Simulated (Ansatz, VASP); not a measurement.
**One calculation of BN, two programs**

Contents of INCAR:

```
  PREC = Accurate
  ENCUT = 520
  EDIFF = 1E-7
  ISMEAR = 0
  SIGMA = 0.05
  LREAL = False
  LASPH = True
  NELM = 100
  ALGO = Normal
  ISIF = 2
  LWAVE = False
  LCHARG = False
  GGA = PS
  NBANDS = 16
```

File KPOINTS:

```
regular mesh
0
Gamma
  12 12 4
```

File POSCAR:

```
BN
1.0
    2.4422122757      0.0000000000      0.0000000000
   -1.2211061379      2.1150178722      0.0000000000
    0.0000000000      0.0000000000      6.8611396944
B N
2 2
Direct
    0.3333333333      0.6666666667      0.2500000000
    0.6666666667      0.3333333333      0.7500000000
    0.3333333333      0.6666666667      0.7500000000
    0.6666666667      0.3333333333      0.2500000000
```

Input for Ansatz:

```yaml
crystal:
  lattice:
    - [2.4422122757, 0.0, 0.0]
    - [-1.2211061379, 2.1150178722, 0.0]
    - [0.0, 0.0, 6.8611396944]
  atoms:
    - { symbol: B, position: [0.3333333333, 0.6666666667, 0.25] }
    - { symbol: B, position: [0.6666666667, 0.3333333333, 0.75] }
    - { symbol: "N", position: [0.3333333333, 0.6666666667, 0.75] }
    - { symbol: "N", position: [0.6666666667, 0.3333333333, 0.25] }
basis:
  ecutwfc: 520.0
kpoints:
  mp_grid: { grid: [12, 12, 4] }
hamiltonian:
  xc: pbesol
  pseudopotentials: { kind: paw, azcp: { folder: soft_1 } }
scf:
  occupations: { method: gaussian, width: 0.05 }
output:
  forces: true
  stress: true
  eigenvalues: true
```

Alike in both runs: task single point; functional PBEsol; k mesh 12 × 12 × 4; occupations gaussian, width 0.05 eV; no spin polarisation.

|  | VASP | Ansatz |
| --- | --- | --- |
| version | VASP 6.6.1 | Ansatz 0.2.0 |
| potentials or method | VASP PAW PBE potentials, release 64 (B, N) | scalar-relativistic, plane waves, PAW |
| plane-wave cutoff (eV) | 520 | 520 |
| valence electrons in the cell | 16 | 16 |

```tsv
	VASP	Ansatz	Ansatz less VASP
gap on the k mesh at the Fermi level (eV)	4.34	4.35	+0.008
least direct gap on the mesh (eV)	4.77	4.78	+0.003
pressure (GPa)	20.0	19.5	-0.48
largest component of the traceless stress (GPa)	19.80	19.15	-0.652
```

With one functional, cell and mesh, what is left measures potentials, basis and numerics. Ansatz warned: «pseudo_functional_mismatch».

Caveats: so large a pressure means that the cell lies far from this level's equilibrium, or that cutoff or potentials fall short (VASP); the potentials were made for another functional, which shifts forces and pressure (VASP); this functional lacks dispersion, which binds the layers, so the pressure and a relaxed spacing across them are unreliable. A k mesh can miss the band edges.
